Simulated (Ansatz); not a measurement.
Ti in Ansatz: convergence with n extra bands

Input of the first run (n extra bands 1); the others differ in this setting and in those tied to it:

input.yaml

```yaml
crystal:
  lattice:
    - [-1.665141, 1.661408, 1.599113]
    - [1.680389, -1.705071, 1.658024]
    - [1.604537, 1.644467, -1.642776]
  atoms:
    - { symbol: Ti, position: [-0.007204, 0.007116, 0.006824] }
hamiltonian:
  xc: pbe
  pseudopotentials: { kind: paw }
kpoints:
  mp_grid: { grid: [8, 8, 8] }
scf:
  occupations: { method: fermi_dirac, width: 0.1 }
  n_extra_bands: 1
output:
  forces: true
  stress: true
  eigenvalues: true
```

Potentials or basis: Ansatz PAW.

Run with:

```console
$ ansatz run input.yaml --threads 2 --pin off --max-ram 5632MiB --backend cpu --events-out ev --progress --plain --runs-dir out
```

The cell isn't the ideal one: cell strained at random at fixed volume.

This isn't the form of Ti at room conditions, which is hcp.

Hardware: 2 threads of Intel(R) Xeon(R) Processor @ 2.50GHz (Skylake/Cascade Lake), with other jobs on the host.

| n extra bands | energy less the tightest run, at zero smearing (meV/atom) | SCF cycles | CPU time (s) | peak memory (GiB) |
| --- | --- | --- | --- | --- |
| 1 | 0.00 | 6 | 5.9 | 0.34 |
| 2 | 0.00 | 6 | 5.1 | 0.34 |
| 4 | 0.00 | 6 | 5.5 | 0.35 |
| 8 | 0.00 | 6 | 6.3 | 0.36 |
| 16 | 0.00 | 6 | 6.9 | 0.38 |
| 32 | 0.00 | 6 | 10 | 0.42 |

Against the tightest run, the energy stays within 1 meV/atom from 1 on. The tightest run that finished is the yardstick and may itself not be fully converged.
